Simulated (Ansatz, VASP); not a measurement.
## Al in VASP and in Ansatz

```xyz
1
Lattice="0.0000 2.0248 2.0248 2.0248 0.0000 2.0248 2.0248 2.0248 0.0000" Properties=species:S:1:pos:R:3 pbc="T T T"
Al    0.0000    0.0000    0.0000
```

Alike in both runs: task single point; functional PBE; k mesh 10 × 10 × 10; occupations gaussian, width 0.1 eV; no spin polarisation.

```csv
,VASP,Ansatz
version,VASP 6.6.1,Ansatz 0.2.0
potentials or method,"VASP PAW PBE potentials, release 64 (Al)","plane waves, PAW"
plane-wave cutoff (eV),520,500
valence electrons in the cell,3,3
```

|  | VASP | Ansatz | Ansatz less VASP |
| --- | --- | --- | --- |
| pressure (GPa) | -0.6 | -0.6 | +0.02 |

The functional is the same, so the differences come from potentials, cutoffs and numerics.
